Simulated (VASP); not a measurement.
**SrO in VASP 6.6.1, single-point calculation**

INCAR

```
GGA = RP
LREAL = .FALSE.
ISIF = 2
LWAVE = .FALSE.
LASPH = .TRUE.
IBRION = -1
NELM = 120
ENCUT = 600
SIGMA = 0.3
NBANDS = 15
PREC = Accurate
EDIFF = 1E-7
LCHARG = .FALSE.
NSW = 0
ISMEAR = 0
```

KPOINTS

```
KPOINTS created by Atomic Simulation Environment
0
Gamma
8 8 8
0 0 0
```

POSCAR

```
Sr O
 1.0000000000000000
     0.0000000000000000    2.4766966328000000    2.4766966328000000
     2.4766966328000000    0.0000000000000000    2.4766966328000000
     2.4766966328000000    2.4766966328000000    0.0000000000000000
 Sr  O
   1   1
Cartesian
  0.0000000000000000  0.0000000000000000  0.0000000000000000
  2.4766966328000000  2.4766966328000000  2.4766966328000000
```

The recommended PBE PAW datasets give the neutral cell 16 valence electrons.

Command

```
mpirun -np 1 vasp_std
```

OSZICAR

```
N       E                     dE             d eps       ncg     rms          rms(c)
DAV:   1     0.766985770564E+02    0.76699E+02   -0.94866E+03   870   0.119E+03
DAV:   2    -0.989763551745E+01   -0.86596E+02   -0.78492E+02  1187   0.241E+02
DAV:   3    -0.132020249847E+02   -0.33044E+01   -0.32865E+01  1108   0.415E+01
DAV:   4    -0.132582810147E+02   -0.56256E-01   -0.56247E-01  1066   0.525E+00
DAV:   5    -0.132597084725E+02   -0.14275E-02   -0.14275E-02  1099   0.668E-01    0.202E+01
DAV:   6    -0.111068998517E+02    0.21528E+01   -0.62435E+00   898   0.205E+01    0.232E+01
DAV:   7    -0.110283993893E+02    0.78500E-01   -0.21930E-01  1123   0.447E+00    0.135E+01
DAV:   8    -0.110396842393E+02   -0.11285E-01   -0.10332E-01  1087   0.330E+00    0.791E-01
DAV:   9    -0.110426278258E+02   -0.29436E-02   -0.52624E-03  1088   0.581E-01    0.261E-01
DAV:  10    -0.110439431773E+02   -0.13154E-02   -0.13853E-03   919   0.291E-01    0.410E-02
DAV:  11    -0.110440467194E+02   -0.10354E-03   -0.99679E-05  1017   0.817E-02    0.418E-02
DAV:  12    -0.110440824377E+02   -0.35718E-04   -0.59759E-05   905   0.581E-02    0.363E-03
DAV:  13    -0.110440823921E+02    0.45569E-07   -0.71907E-07  1129   0.770E-03
   1 F= -.11044082E+02 E0= -.11044082E+02  d E =-.889270E-10
```

From OUTCAR

```
k-points           NKPTS =     29   k-points in BZ     NKDIM =     29   number of bands    NBANDS=     15

   NELECT =      16.0000    total number of electrons

   dimension x,y,z NGX =    28 NGY =   28 NGZ =   28
   dimension x,y,z NGXF=    56 NGYF=   56 NGZF=   56

  energy-cutoff  :      600.00
  volume of cell :       30.38
      direct lattice vectors                 reciprocal lattice vectors
     0.000000000  2.476696633  2.476696633    -0.201881810  0.201881810  0.201881810
     2.476696633  0.000000000  2.476696633     0.201881810 -0.201881810  0.201881810
     2.476696633  2.476696633  0.000000000     0.201881810  0.201881810 -0.201881810

 k-points in reciprocal lattice and weights: KPOINTS created by Atomic Simulation Env
   0.00000000  0.00000000  0.00000000       0.002
   0.12500000  0.00000000  0.00000000       0.016
   0.25000000  0.00000000  0.00000000       0.016
   0.37500000  0.00000000  0.00000000       0.016
   0.50000000  0.00000000  0.00000000       0.008
   0.12500000  0.12500000  0.00000000       0.012
   0.25000000  0.12500000  0.00000000       0.047
   0.37500000  0.12500000  0.00000000       0.047
   ...

 E-fermi :   3.6689

 k-point     1 :       0.0000    0.0000    0.0000
  band No.  band energies     occupation
      1     -29.7181      2.00000
      2     -12.9213      2.00000
      3     -11.2206      2.00000
      4     -11.2206      2.00000
      5     -11.2206      2.00000
      6       2.4020      2.00000
      7       2.4020      2.00000
      8       2.4020      2.00000
      9       7.4269      0.00000
     10       8.9016      0.00000
     11       8.9016      0.00000
     12       8.9016      0.00000
     13      11.2777      0.00000
     14      11.2777      0.00000
     15      15.8866      0.00000

 k-point     2 :       0.1250    0.0000    0.0000
  band No.  band energies     occupation
      1     -29.6863      2.00000
      2     -13.3029      2.00000
      3     -11.2357      2.00000
      4     -11.2357      2.00000
      5     -10.9120      2.00000
      6       1.9355      2.00000
      7       2.1597      2.00000
      8       2.1598      2.00000
      9       8.1507      0.00000
     10       8.7658      0.00000
     11       9.2455      0.00000
     12       9.2455      0.00000
     13      11.7679      0.00000
     14      11.7679      0.00000
     15      16.9832      0.00000

 k-point     3 :       0.2500    0.0000    0.0000
  band No.  band energies     occupation
      1     -29.6084      2.00000
      2     -13.9653      2.00000
      3     -11.2714      2.00000
      4     -11.2714      2.00000
      5     -10.4266      2.00000
      6       1.0467      2.00000
      7       1.6442      2.00000
      8       1.6442      2.00000
      9       8.7875      0.00000
     10       9.7550      0.00000
     11      10.1834      0.00000
     12      10.1834      0.00000
     13      12.9772      0.00000
     14      12.9772      0.00000
     15      19.2445      0.00000

 ...

  Total        3.9864382      3.9864382      3.9864382     -0.0000000      0.0000000      0.0000000
  in kB      210.2070012    210.2070012    210.2070012     -0.0000000      0.0000000      0.0000000
  external PRESSURE =     210.2070012 kB  Pullay stress =       0.0000000 kB

 POSITION                                       TOTAL-FORCE (eV/Angst)
 -----------------------------------------------------------------------------------
      0.00000      0.00000      0.00000        -0.000000     -0.000000     -0.000000
      2.47670      2.47670      2.47670         0.000000      0.000000      0.000000
 -----------------------------------------------------------------------------------
    total drift:                                0.000000      0.000000      0.000000

  FREE ENERGIE OF THE ION-ELECTRON SYSTEM (eV)
  ---------------------------------------------------
  free  energy   TOTEN  =       -11.0440823921 eV

  energy  without entropy=      -11.0440823920  energy(sigma->0) =      -11.04408239
```

It converged. Results: gap between bands v and c on the k mesh 3.28 eV; least direct gap on the k mesh 3.28 eV; pressure 21.0 GPa. Band v is the last that the valence electrons fill when counted band by band, and c is the next.

For comparison, a separate PBE run of the intended cell, on usual settings and not on those above, gives a gap of 3.16 eV on its mesh and a pressure of 17.6 GPa.

The run above took about 13 s on one core of a shared host (Intel Xeon Platinum 8488C) and held 0.16 GiB at most.
